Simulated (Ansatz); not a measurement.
Crystal: W.

```
W
1.0
    -1.58234    1.58234    1.58234
     1.58234   -1.58234    1.58234
     1.58234    1.58234   -1.58234
W
1
Direct
  0.00000 0.00000 0.00000
```

A run of Ansatz 0.2.0 on this cell left the log below. Logs are shortened: lines on timing, memory, paths and dates and some standing lists are left out, and cuts for length are marked.

```text
Warning: RAYON_NUM_THREADS=2 ignored (pool sized by the plan → 2); use --threads N
scf.n_extra_bands = 6 over 7 filled bands (N_el = 14.0): the run solves 13 bands
Engine: ansatz 0.2.0, aarch64-unknown-linux-gnu
Pseudopotentials: kind: nc
Pseudopotential: W, nc, valence charge 14, recommended cutoff 1006.821291 eV (normal), W.nc.azcp (PseudoDojo's, or run here from an input of PseudoDojo's: the run reads no file of this project's for it)
Functional definition: PBE
  parameter kappa = 0.804
  parameter beta = 0.06672455060314922
  exchange = pbe_x(kappa = kappa, mu = beta*pi^2/3)
  correlation = pbe_c(beta = beta)
Crystal: 1 atoms, lattice volume = 15.848 Å³
Basis set: ecut = 1006.821291 eV, 1157 PW (Γ), exchange–correlation on 60×60×60 points (8 copies of the dense FFT grid, shifted against one another)
Bands: 13, of which v1, the nominal top of the filled ones, is band 7 counted from 1 (6 counted from 0)
Symmetry: 48 space group operations
Space group: Im-3m (ITA 229), of the structure as read, at distance tolerance 2.5e-5 Å
k-points: 72 of 1728
Non-local potential: W, projectors of the file, l = 0: 2, l = 1: 2, l = 2: 2, l = 3: 2
Initial density: superposition of atomic densities (chi_scale 0.1, normalization cell)
Initial wavefunctions: pseudopotential atomic-orbital guess
Functional: x = pbe(κ = 0.804, μ = 0.2195149727645171), c = pbe(β = 0.06672455060314922)
SCF iter   1: F=—  HF=-2064.239132 eV  |F-HF|=—  |Δ(HF+E_count)|=         —  Δρ=6.42e-2  dr2=5.27e-1  ethr=3.10e-3  ⟨swp⟩=6.0  Hψ=6415  notcnv=0
preconditioner: auto → none  [metal: Δε(μ)=0.116 eV  Ē_g=12.621 eV  σ=0.050 eV  W_gap=0.46  n_scr=0 (ndim 8)  ℏωp=22.8 eV  f_vac=0.000  D(μ)=0.35/eV (n_scr^D=0)]
SCF iter   2: F=—  HF=-2064.065451 eV  |F-HF|=—  |Δ(HF+E_count)|=   1.74e-1  Δρ=2.48e-2  dr2=3.86e-2  ethr=3.10e-3  ⟨swp⟩=2.8  Hψ=2112  notcnv=0  defer=83
SCF iter   3: F=—  HF=-2064.062495 eV  |F-HF|=—  |Δ(HF+E_count)|=   2.96e-3  Δρ=7.24e-3  dr2=2.40e-3  ethr=2.75e-4  ⟨swp⟩=2.6  Hψ=1326  notcnv=0  defer=83
SCF iter   4: F=—  HF=-2064.062827 eV  |F-HF|=—  |Δ(HF+E_count)|=   3.32e-4  Δρ=3.09e-4  dr2=4.15e-6  ethr=1.71e-5  ⟨swp⟩=1.1  Hψ=874  notcnv=0  defer=83
SCF iter   5: F=—  HF=-2064.062851 eV  |F-HF|=—  |Δ(HF+E_count)|=   2.36e-5  Δρ=1.56e-4  dr2=4.63e-7  ethr=7.14e-10  ⟨swp⟩=12.8  Hψ=6500  notcnv=0
SCF iter   6: F=-2064.062851 eV  HF=-2064.062851 eV  |F-HF|=5.98e-8  |Δ(HF+E_count)|=   7.18e-8  Δρ=5.59e-5  dr2=9.92e-8  ethr=7.14e-10  ⟨swp⟩=6.0  Hψ=4618  notcnv=0
SCF 1 converged in 6 iterations: F = -2064.062851 eV  dr2 = 9.92e-8
NSCF: frozen V_eff on 86 k-points
SCF converged after 6 iterations
Free energy (F): -2064.062851 eV
Harris-Foulkes:  -2064.062851 eV  (|F-HF|=5.98e-8)
Internal energy: -2064.058037 eV  (E = F + TS)
E sigma→0 (E₀):  -2064.060444 eV
Entropy (-TS):   -0.004814 eV (-4.814 meV/atom)
Fermi energy:    22.462275 eV
--- Per-component energies (eV) ---
  E_band       = -82.825583
  E_kinetic    = 552.771000
  E_local      = -1103.698474  (includes V_loc(G=0)·N_el)
  E_nonlocal   = 342.889593
  E_hartree    = 217.962054
  E_xc         = -451.213532
  E_vxc        = -310.718600  (∫ρ·V_xc dr)
  E_ewald      = -1622.768677
  E_smearing   = -0.004814  (= −TS)
  E_closure    = 0.000000  (closes the sum)
  Σ components = -2064.062851   (vs F -2064.062851, Δ=0.00e0)
--- Forces (eV/Å), atoms counted from 1 ---
  atom   1  W     -0.00000000     0.00000000    -0.00000000
  max |Σ_I F_I| component: 1.97e-31 eV/Å
--- Stress (GPa, compression-positive) ---
        5.965656      -0.000000      -0.000000
       -0.000000       5.965656       0.000000
        0.000000      -0.000000       5.965656
  P = ⅓ Tr σ = 5.9657 GPa (59.657 kbar)
--- Band table (eV; the first three rows and the last of 72) ---
  k-point 0: bands = ["-51.6423", "-15.2029", "-15.2029", "-15.2029", "12.9082", "21.3138", "21.3138", "21.3138", "24.8039", "24.8039", "37.0484", "37.0484", "37.0484"]
  k-point 1: bands = ["-51.6334", "-15.2961", "-15.2320", "-15.2034", "13.2420", "21.1139", "21.2628", "21.6390", "24.5032", "24.8086", "37.3218", "37.6081", "37.8385"]
  k-point 2: bands = ["-51.6089", "-15.5449", "-15.3106", "-15.2047", "14.1545", "20.6108", "21.0116", "22.5897", "24.1071", "24.8547", "37.7815", "39.1825", "39.3709"]
  k-point 71: bands = ["-51.4083", "-16.1045", "-16.1045", "-16.1045", "16.7166", "16.7166", "27.7110", "27.7110", "27.7110", "30.7850", "30.7850", "30.7850", "38.6560"]
```

What input gives this log?

Band structure with PBE, no spin polarisation. The files as run (others can give the same):

input.yaml
```yaml
crystal:
  lattice:
    - [-1.582345, 1.582345, 1.582345]
    - [1.582345, -1.582345, 1.582345]
    - [1.582345, 1.582345, -1.582345]
  atoms:
    - { symbol: W, position: [0.0, 0.0, 0.0] }
hamiltonian:
  xc: pbe
  pseudopotentials: { kind: nc }
kpoints:
  mp_grid: { grid: [12, 12, 12] }
  band_path:
    path:
      - [[0.0, 0.0, 0.0], [0.5, -0.5, 0.5], [0.0, 0.0, 0.5], [0.0, 0.0, 0.0], [0.25, 0.25, 0.25], [0.5, -0.5, 0.5]]
      - [[0.25, 0.25, 0.25], [0.0, 0.0, 0.5]]
    npoints: 14
scf:
  occupations: { method: fermi_dirac, width: 0.05 }
  n_extra_bands: 6
output:
  forces: true
  stress: true
  eigenvalues: true
  fatbands: false
```

Potentials or basis: PseudoDojo standard (PBE files).
Run with:
```bash
$ ansatz run input.yaml --threads 2 --pin off --max-ram 5120MiB --backend cpu --events-out ev --progress --plain --runs-dir out
```

Caveat: spin-orbit coupling is left out, which moves the levels of the heavy elements.
